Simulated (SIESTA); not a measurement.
Crystal: BN.

```
CELL_PARAMETERS angstrom
0.00000 1.81300 1.81300
1.81300 0.00000 1.81300
1.81300 1.81300 0.00000
ATOMIC_POSITIONS crystal
N 0.25000 0.25000 0.25000
B 0.00000 0.00000 0.00000
```

The cell is a database's computed one.

Base run:

| Item | Value |
| --- | --- |
| Program | SIESTA 5.4.2 |
| Functional | vdW-DF-cx |
| Potentials or basis | PseudoDojo 0.4 standard (PBE files) |
| Basis | DZP (energy shift 0.003 Ry) |
| Grid cutoff | 800 Ry |
| Energy shift | 0.003 Ry |
| k mesh | 13 × 13 × 13 |
| Occupations | fermi-dirac, width 0.05 eV |
| Spin | no spin polarisation |

Its results: band gap on the k mesh 4.58 eV, indirect (least direct gap 8.84 eV); pressure 0.5 GPa.

Problem. The run is repeated on the same cell with these changes: functional from vdW-DF-cx to BLYP. What comes out?

Solution. Band gap on the k mesh 4.98 eV, indirect (least direct gap 8.96 eV); pressure 13.5 GPa.

Caveats: the potentials were made for another functional, which shifts forces and pressure; the basis of atomic orbitals isn't converged, which shifts pressures, moduli and gaps.

A k mesh can miss the band edges.
